**Q:** I am choosing a k mesh for bulk tungsten. I assumed that each denser mesh would bring the energy closer to the final answer. Does it?

**A:** Look at the energy column first. It gives the energy of each mesh minus that of the densest one, 17,17,17.

Quantum ESPRESSO 7.5 PBE calculations of bulk W (Im-3m, one-atom cell, 15.85 Å³/atom), with PseudoDojo 0.4 SR PBE stringent pseudopotentials, a 1006.82 eV wave-function cutoff and 0.136 eV Gaussian smearing, without spin polarisation. The sweep value is the k mesh; energies are free energies, and force miss is the largest component difference from the 17,17,17 mesh.

```csv
sweep value,energy less tightest (meV/atom),pressure (GPa),force miss (eV/Å),scf iterations
"2,2,2",697.2,18.524,0.000,8
"4,4,4",156.7,4.654,0.000,8
"5,5,5",-48.9,5.542,0.000,8
"7,7,7",66.2,6.711,0.000,8
"9,9,9",-14.3,5.456,0.000,8
"11,11,11",19.9,5.988,0.000,8
"12,12,12",-0.9,5.903,0.000,8
"14,14,14",6.6,6.057,0.000,8
"17,17,17",0.0,5.777,0.000,8
```

**Q:** It doesn't. The 5,5,5 mesh is 49 meV/atom too low and the 7,7,7 mesh is 66 meV/atom too high. How can more points give a worse energy?

**A:** Think of each k point as standing for a small block of k space. Tungsten is a metal, so some of its bands are filled only up to the Fermi level, and the boundary between filled and empty states, the Fermi surface, cuts through many blocks. Such a block ought to count as partly filled. The mesh looks only at its one point and counts the block as almost wholly filled or almost wholly empty.

**Q:** Then the number of electrons would come out wrong.

**A:** The program prevents that by shifting the Fermi level until the count is right. Two errors remain. Some states are filled in place of slightly lower ones, which by itself can only raise the energy. The energy at one point also has to stand for the average over its whole block, although the bands curve inside it. A partly filled band is filled from its bottom up, and on average it curves upwards there. The average over a block then lies above the value at its centre, so the sum tends to come out too low. A new mesh places its points differently against the Fermi surface, so the balance between the two errors changes, and a finer mesh can have the less fortunate balance.

**Q:** I thought that a poorer calculation always gives too high an energy.

**A:** That rule holds when you restrict the wave functions, for example with a smaller basis. A k mesh replaces an integral by a sum, and a sum can miss on either side. The negative entries therefore don't mean that those meshes found a more stable tungsten.

**Q:** Is there any order in the sequence, then?

**A:** Yes, if you compare each mesh with the one before it instead of with the last. The change shrinks at every step, from 540.5 meV/atom at the first to 6.6 meV/atom at the last. Theory expects the changes to shrink on the whole, though not necessarily at every single step. Within a smaller block the bands curve less. Smaller blocks also carry fewer electrons, and the states assigned to the wrong side lie closer to the Fermi level, so each mistake costs less.

**Q:** How many electrons are at stake in one such mistake?

**A:** More than a single point suggests, because the cubic symmetry makes up to 48 points equivalent, and they change sides together. In one band such a group carries about 0.056 electrons per atom at 12,12,12 and still 0.020 at 17,17,17. A few hundredths of an electron, misplaced by a few tenths of an eV, amount to several meV. That is the size of the changes among the densest meshes.

**Q:** Isn't the smearing supposed to soften this?

**A:** It does, but its width is only 0.136 eV. The d bands of tungsten spread over roughly 10 eV, and even the densest mesh crosses half the zone in about eight steps. A band can thus move by something like an eV from one point to the next, several times the smearing width. The edge remains sharp on the scale of the mesh. In an insulator there would be no such edge, and the sum would settle much sooner.

**Q:** At 12,12,12 the energy is only 0.9 meV/atom from the densest result. May I call that converged to 1 meV?

**A:** No, because 14,14,14 moves away again, to 6.6 meV/atom. The zero is just the result of one more finite mesh. From 5,5,5 on, the energy goes up and down in turn, and both 12,12,12 and 17,17,17 are reached by a step down. They may agree so closely only because both are too low by a similar amount. What the last three meshes support is agreement within 7.5 meV/atom, which is good enough for a 10 meV target.

**Q:** I also need the pressure, since I want to relax the cell. Does it follow the energy?

**A:** It should follow to some extent, and we can estimate how far. Pressure is the negative slope of energy against volume, so we must ask how the energy error changes when the crystal is squeezed. For a very small squeeze we may keep the filling fixed, because electrons that change places do so at the Fermi level, where the transfer costs nothing to first order. The error then changes as the band energies do. Suppose that these come mainly from hopping between d orbitals on neighbouring atoms, which falls off as the fifth power of the distance, or as volume to the power $-5/3$. With $\Delta E$ the energy error per atom, $V$ the volume per atom and $\Delta P$ the pressure error,

$$\Delta E \propto V^{-5/3}, \qquad \Delta P = -\frac{d\,\Delta E}{dV} = \frac{5}{3}\,\frac{\Delta E}{V}.$$

**Q:** Let me try 7,7,7. The energy error is 0.0662 eV and the volume is 15.85 Å³. That gives $\tfrac{5}{3}\times 0.0662/15.85 = 0.0070$ eV/Å³, and with 1 eV/Å³ equal to about 160 GPa I get 1.1 GPa.

**A:** The table has 6.71 GPa there against 5.78 GPa at the densest mesh, a difference of 0.93 GPa. No constant was adjusted to reach that agreement. The output below repeats the estimate for every mesh. It has the right sign for six of the eight coarser meshes, and for 2,2,2, 7,7,7, 9,9,9 and 11,11,11 it is also right in size to within a factor of about 1.6.

**Q:** And the others?

**A:** At 4,4,4 even the sign is wrong, at 5,5,5 the estimate is more than three times too large, and at 14,14,14 it is 2.5 times too small. My guess is that the error there doesn't scale like d hopping alone. Tungsten also has broad s and p bands, which respond differently to squeezing, so the parts of the error that come from different states change at different rates.

**Q:** What about 12,12,12, where the energy is almost the same as at 17,17,17?

**A:** The estimate then gives almost no pressure error, yet the pressure differs from that of 17,17,17 by 0.13 GPa. Part of this difference may belong to the 17,17,17 mesh, which has an error of its own. But a small total can also hide larger errors of opposite sign, and these need not grow at the same rate under compression. They may cancel in the energy and still leave something in its slope. So a mesh that is good for the energy isn't automatically good for the pressure.

**Q:** The force column is zero from the first row. Can I at least trust that?

**A:** It is zero by symmetry, because the single atom in the cell has no direction in which to be pushed. It would be zero on any mesh that keeps the symmetry, however poor.

**Q:** How should I choose the mesh, then?

**A:** Take the quantity you need and look at its spread over several successive dense meshes, never at one close agreement. Here the last three pressures still differ by 0.28 GPa, so a cell relaxation that must be good to 0.1 GPa needs a check with meshes beyond 17,17,17. The same holds for an energy wanted to 1 meV/atom.

Output of the analysis:

```
Mesh errors against 17,17,17 (ratio is set to 0 in the reference row):
       row  points in full mesh  energy change from previous mesh in meV/atom  pressure miss in GPa  pressure miss estimated from energy miss in GPa  estimated over computed
     2,2,2                    8                                           n/a                 12.75                                            11.75                   0.9215
     4,4,4                   64                                        -540.5                -1.123                                             2.64                   -2.351
     5,5,5                  125                                        -205.6                -0.235                                          -0.8238                    3.506
     7,7,7                  343                                         115.1                 0.934                                            1.115                    1.194
     9,9,9                  729                                         -80.5                -0.321                                          -0.2409                   0.7505
  11,11,11                 1331                                          34.2                 0.211                                           0.3353                    1.589
  12,12,12                 1728                                         -20.8                 0.126                                         -0.01516                  -0.1203
  14,14,14                 2744                                           7.5                  0.28                                           0.1112                   0.3971
  17,17,17                 4913                                          -6.6                     0                                                0                        0
Steps to a denser mesh in which the size of the energy miss grew: 3
Size of energy miss, 7,7,7 over 5,5,5: 1.354
Size of energy miss, 11,11,11 over 9,9,9: 1.392
Energy spread over the three densest meshes in meV/atom: 7.5
Pressure spread over the three densest meshes in GPa: 0.28
Coarser meshes where estimated and computed pressure miss have the same sign, of 8: 6
Electrons per atom in one band carried by 48 equivalent points at 12,12,12: 0.05556
Electrons per atom in one band carried by 48 equivalent points at 17,17,17: 0.01954
Self-consistency threshold in meV: 2.721e-06
```
